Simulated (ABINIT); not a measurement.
Al2Pt:

```xyz
3
Lattice="0.0000 2.9550 2.9550 2.9550 0.0000 2.9550 2.9550 2.9550 0.0000" Properties=species:S:1:pos:R:3 pbc="T T T"
Pt    0.0000    0.0000    0.0000
Al    4.4325    4.4325    4.4325
Al    1.4775    1.4775    1.4775
```

Base run:

```yaml
Program: ABINIT 10.8.3 (patched build)
Functional: PBEsol
Potentials_or_basis: JTH PAW PBE v2.0
Cutoff: 517 eV
k_mesh: 8 × 8 × 8
Occupations: fermi-dirac, width 0.05 eV
Spin: no spin polarisation
```

Its results: band gap on the k mesh none (metal or under the smearing width); pressure -0.8 GPa.

Question: The run is repeated on the same cell with these changes: functional from PBEsol to PBE. What comes out?

Answer: Band gap on the k mesh none (metal or under the smearing width); pressure 2.3 GPa.

PBE binds less tightly than PBEsol, so the same cell stands under more pressure.

Caveats: spin-orbit coupling is left out, which moves the levels of the heavy elements; the PAW data sets were made with another functional, which shifts forces and pressure a little (some runs).
